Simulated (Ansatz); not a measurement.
## A series in volume per atom on Mo

Results calculated with Ansatz 0.2.0, not measured. Periodic Kohn-Sham DFT of a crystal at fixed atoms; pressure and stress are positive in compression; the energy is the free energy less that of spherical unpolarised free atoms; site moments are those in the method's own spheres, positive along +z.

Cell of the first row (space group Pm-3m, No. 221):
```
Mo
1.0
      2.5522     0.0000     0.0000
      0.0000     2.5522     0.0000
      0.0000     0.0000     2.5522
Mo
1
Direct
  0.00000 0.00000 0.00000
```

Settings of every row: method all-electron LAPW; functional PBE; relativity scalar; k mesh 12x12x12; filling fermi-dirac; smearing width 0.03 eV; basis error target 0.5 meV/atom; nucleus gaussian.

Atom start moment: 0 on all atoms.

Limits: the cell comes from a prototype or a list of computed structures and needn't be the stable phase.

| row | volume per atom (Å³) | pressure (GPa) | energy less free atoms (eV/atom) |
| --- | --- | --- | --- |
| 1 | 16.623 | 13.346 | -9.7339 |
| 2 | 17.322 | ? | ? |
| 3 | 17.675 | -0.033 | -9.7756 |
| 4 | 18.029 | -3.713 | -9.7714 |
| 5 | 18.736 | -10 | -9.7406 |

Question: what pressure and energy less free atoms should row 2 give?

Worked fit of pressure. Take u = (V_r/V)^(2/3) − 1 with V_r = 17.852 Å³ an atom, which is twice the finite (Eulerian) strain; such expansions in the strain, on which the Birch-Murnaghan equation of state is built, carry the rest volume and the bulk modulus. The shown rows have u = 0.0487, 0.00667, -0.00656, -0.03171. Least squares give pressure = −1.9201 + 277.946 × u + 729.56 × u² GPa; a straight line predicts inner rows, each left out in turn, worse (root mean square 0.74 against 0.0018 GPa). The rows lie off it by 0.000, 0.001, -0.001, 0.000. The pressure vanishes at u = 0.0068, or V = 17.67 Å³ an atom, and there the bulk modulus at fixed shape and fractions is B = −V dP/dV = (2/3)(1 + u) dP/du = 193 GPa. The withheld row has u = 0.0203, so the fit gives −1.9201 + 277.946 × (0.0203) + 729.56 × (0.0203)² = 4.023 GPa.

The calculation gave 4.047 GPa. The fit lies 0.024 GPa (0.1 % of the column's range) below it; its largest miss of a shown row is 0.001 GPa.

Worked fit of energy less free atoms. Take u = (V_r/V)^(2/3) − 1 with V_r = 17.852 Å³ an atom, which is twice the finite (Eulerian) strain; such expansions in the strain, on which the Birch-Murnaghan equation of state is built, carry the rest volume and the bulk modulus. The shown rows have u = 0.0487, 0.00667, -0.00656, -0.03171. Least squares give energy less free atoms = −9.77452 − 0.319 × u + 23.676 × u² eV/atom; a straight line predicts inner rows, each left out in turn, worse (root mean square 0.024 against 1.5e-05 eV/atom). All shown rows lie on it to the printed digit. Its lowest point lies at u = 0.0067, or V = 17.67 Å³ an atom, and the curvature there gives the bulk modulus at fixed shape and fractions, B = (4/9)(1 + u)² E″(u)/V = 193 GPa. The withheld row has u = 0.0203, so the fit gives −9.77452 − 0.319 × (0.0203) + 23.676 × (0.0203)² = -9.7712 eV/atom.

The calculation gave -9.7712 eV/atom. The fit meets it to the printed digit.
